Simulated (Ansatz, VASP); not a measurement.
# Lu in VASP and in Ansatz

The input INCAR:

```
PREC     = Accurate       # precision mode
ENCUT    = 520            # plane-wave cutoff, eV
EDIFF    = 1E-6           # SCF threshold, eV
ISMEAR   = -1             # smearing method
SIGMA    = 0.1            # smearing width, eV
LREAL    = F              # projectors in reciprocal space
LASPH    = T              # aspherical terms in the spheres
NELM     = 80             # most SCF steps
ALGO     = Normal         # electronic algorithm
ISIF     = 2              # what is computed and relaxed
LWAVE    = F              # write WAVECAR
LCHARG   = T              # write CHGCAR
GGA      = RE             # functional
LELF     = T              # ELF
LVHAR    = T            
NBANDS   = 32             # bands
```

KPOINTS

```
regular mesh
0
Gamma
  8 8 8
```

Contents of POSCAR:

```
Lu
1.0
    0.0000000000      3.7605886698      3.7605886698
    3.7605886698      0.0000000000      3.7605886698
    3.7605886698      3.7605886698      0.0000000000
Lu
2
Direct
    0.1250000000      0.1250000000      0.1250000000
    0.8750000000      0.8750000000      0.8750000000
```

Input for Ansatz:

```yaml
crystal:
  lattice:
    - [0.0, 3.7605886698, 3.7605886698]
    - [3.7605886698, 0.0, 3.7605886698]
    - [3.7605886698, 3.7605886698, 0.0]
  atoms:
    - { symbol: Lu, position: [0.125, 0.125, 0.125] }
    - { symbol: Lu, position: [0.875, 0.875, 0.875] }
hamiltonian:
  xc: revpbe
  pseudopotentials:
    kind: paw
    azcp:
      Lu: "pseudopotentials/Lu.paw.azcp"
basis:
  ecutwfc: 420
  fft_grid_basis: typed
kpoints:
  mp_grid: { grid: [8, 8, 8], shift: [0, 0, 0] }
magnetization:
  spin_polarized: false
scf:
  occupations: { method: fermi_dirac, width: 0.1 }
  lower_state_search: "off"
output:
  stress: true
```

Alike in both runs: task single point; functional revPBE; k mesh 8 × 8 × 8; occupations fermi-dirac, width 0.1 eV; no spin polarisation.

|  | VASP | Ansatz |
| --- | --- | --- |
| version | VASP 6.6.1 | Ansatz 0.2.0 |
| potentials or method | VASP PAW PBE potentials, release 64 (Lu) | plane waves (420 eV) with PAW, scalar-relativistic |
| plane-wave cutoff (eV) | 520 | 420 |
| valence electrons in the cell | 50 | 50 |

Ansatz gave:

| Quantity | Value |
| --- | --- |
| pressure (GPa) | 0.0 |

Task: Which values does VASP return?

Result: Pressure (GPa): 0.1.

Caveats: the PAW data sets were made with another functional, which shifts forces and pressure a little (VASP). Spin-orbit coupling is left out, which matters for the levels of Lu.
